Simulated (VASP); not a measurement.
**From VASP inputs to Ansatz: LiF (strained rocksalt)**

INCAR

```
LCHARG = .TRUE.
NBANDS = 12
NELM = 120
IBRION = -1
LELF = .TRUE.
PREC = Accurate
GGA = PE
ISMEAR = -1
ENCUT = 520
LREAL = .FALSE.
ISIF = 2
LWAVE = .FALSE.
SIGMA = 0.02
EDIFF = 1E-7
NSW = 0
LASPH = .TRUE.
```

KPOINTS

```
KPOINTS created by Atomic Simulation Environment
0
Gamma
10 10 10
0 0 0
```

KPOINTS_OPT

```
special points
7
Reciprocal
0.0000000000 0.0000000000 0.0000000000 1
0.5000000000 0.0000000000 0.5000000000 1
0.6250000000 0.2500000000 0.6250000000 1
0.3750000000 0.3750000000 0.7500000000 1
0.5000000000 0.5000000000 0.5000000000 1
0.5000000000 0.2500000000 0.7500000000 1
0.0520830000 0.0520830000 0.0989580000 1
```

POSCAR

```
Li F
 1.0000000000000000
     0.0188394048000000    1.9937624249000001    1.9937624249000001
     1.9937624249000001    0.0188394048000000    1.9937624249000001
     1.9937624249000001    1.9937624249000001    0.0188394048000000
 Li  F
   1   1
Cartesian
  0.0000000000000000  0.0000000000000000  0.0000000000000000
  2.0031821273000001  2.0031821273000001  2.0031821273000001
```

VASP ran with the recommended PBE PAW datasets (10 valence electrons in the cell).

Question: Translate these files to an Ansatz input.

Answer: 

```yaml
crystal:
  lattice:
    - [0.0188394048, 1.9937624249, 1.9937624249]
    - [1.9937624249, 0.0188394048, 1.9937624249]
    - [1.9937624249, 1.9937624249, 0.0188394048]
  atoms:
    - { symbol: Li, position: [0.0, 0.0, 0.0] }
    - { symbol: F, position: [0.5, 0.5, 0.5] }
kpoints:
  mp_grid: { grid: [10, 10, 10] }
  band_path:
    path:
      - [0.0, 0.0, 0.0]
      - [0.5, 0.0, 0.5]
      - [0.625, 0.25, 0.625]
      - [0.375, 0.375, 0.75]
      - [0.5, 0.5, 0.5]
      - [0.5, 0.25, 0.75]
      - [0.052083, 0.052083, 0.098958]
    npoints: 1
hamiltonian:
  xc: pbe
scf:
  occupations: { method: fermi_dirac, width: 0.02 }
  n_extra_bands: 4
output:
  forces: true
  stress: true
  eigenvalues: true
  write_density: true
  write_potential: true
  elf: true
  volumetric_format: npy
```

Other inputs would serve too.

```
                              VASP   Ansatz
gap between bands v and c  9.47 eV  9.47 eV
         least direct gap  9.47 eV  9.47 eV
                 pressure  5.4 GPa  5.8 GPa
```

The two codes use different PAW datasets and cutoffs. VASP's cell holds 10 valence electrons and Ansatz's 10. Ansatz's stress includes a Pulay correction; VASP's doesn't.
